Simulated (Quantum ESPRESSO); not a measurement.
Runs of Quantum ESPRESSO 7.5 on ZrO2. The structure is tetragonal, space group P4_2/nmc (No. 137). The conventional cell has a = 3.596 Å, b = 3.596 Å, c = 5.177 Å, α = 90.00°, β = 90.00°, γ = 90.00°. Zr (site symmetry -4m2) has 8 O at 2.08 to 2.37 Å as nearest neighbours. O (site symmetry 2mm) is surrounded by 4 Zr at 2.08 to 2.37 Å. 

| task | level | potentials or basis | cutoff (eV) | gap on the mesh (eV) | pressure (GPa) | largest force (eV/Å) |
| --- | --- | --- | --- | --- | --- | --- |
| band structure | PBEsol | GBRV 1.5 PBEsol | 612 | 3.96 | (b) | 0.06 |
| band structure | PBE | SG15 PBE 1.2 | 952 | 4.03 | - | 0.04 |
| band structure | PBE | SSSP 1.3 efficiency PBE | 748 | 4.02 | (a) | 0.05 |
| band structure | PBE | GBRV 1.5 PBE | 612 | 4.03 | 5.3 | 0.04 |

Alike in all rows: no spin polarisation; cell as given; k mesh 7 × 7 × 5; smearing fermi-dirac 0.05 eV.

Estimate the missing entries.

(a) 4.7; (b) -1.9.

A k mesh can miss the band edges, and the runs leave out spin-orbit coupling on Zr.
